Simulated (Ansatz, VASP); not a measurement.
# Ag: VASP beside Ansatz

```
Ag
1.0
     0.00000    2.00116    2.00116
     2.00116    0.00000    2.00116
     2.00116    2.00116    0.00000
Ag
1
Direct
  0.00000 0.00000 0.00000
```

Alike in both runs: functional LDA; k mesh 18 × 18 × 18; occupations fermi-dirac, width 0.15 eV; no spin polarisation.

Ansatz relaxed the structure, and its values are those at the end. VASP's run is a single point on that final structure, the one shown.

```csv
,VASP,Ansatz
version,VASP 6.6.1,Ansatz 0.2.0
potentials or method,"VASP PAW LDA potentials, release 64 (Ag)","scalar-relativistic, plane waves, PAW"
plane-wave cutoff (eV),520,420
valence electrons in the cell,11,19
```

```csv
,VASP,Ansatz,Ansatz less VASP
gap on the k mesh at the Fermi level (eV),none,none,-
pressure (GPa),0.1,0.0,-0.08
```

A gap of «none» marks a metal or a gap that the smearing closes. The two sets of potentials don't hold the same shells in valence. Ansatz warned: «pseudo_functional_mismatch».
